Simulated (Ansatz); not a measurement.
Take a crystal in which K has been replaced by Li on all its sites, with the cell rescaled by a rough guess (in some cases also distorted within its space group) and nothing relaxed:

```cif
data_structure
_symmetry_space_group_name_H-M 'P 1'
_symmetry_Int_Tables_number 1
_cell_length_a 3.7228
_cell_length_b 3.7228
_cell_length_c 5.9379
_cell_angle_alpha 90.000
_cell_angle_beta 90.000
_cell_angle_gamma 120.000
_cell_volume 71.27
loop_
_atom_site_label
_atom_site_type_symbol
_atom_site_fract_x
_atom_site_fract_y
_atom_site_fract_z
_atom_site_occupancy
Li1 Li 0.33333 0.66667 0.25000 1
Li2 Li 0.66667 0.33333 0.75000 1
```

The calculation used DFT PBE, scalar-relativistic, plane waves, PAW (Ansatz).

Plane waves to 420 eV, a k mesh through Γ of 15×15×8 on the computed 2-atom cell and Gaussian smearing (0.10 eV); no spin polarisation.

What pressure does the cell carry?

The pressure is -3.0 GPa (positive in compression), so the cell would contract.

Is it a metal on this mesh?

Yes, a band crosses the Fermi level.

This form isn't the element's structure at ambient conditions.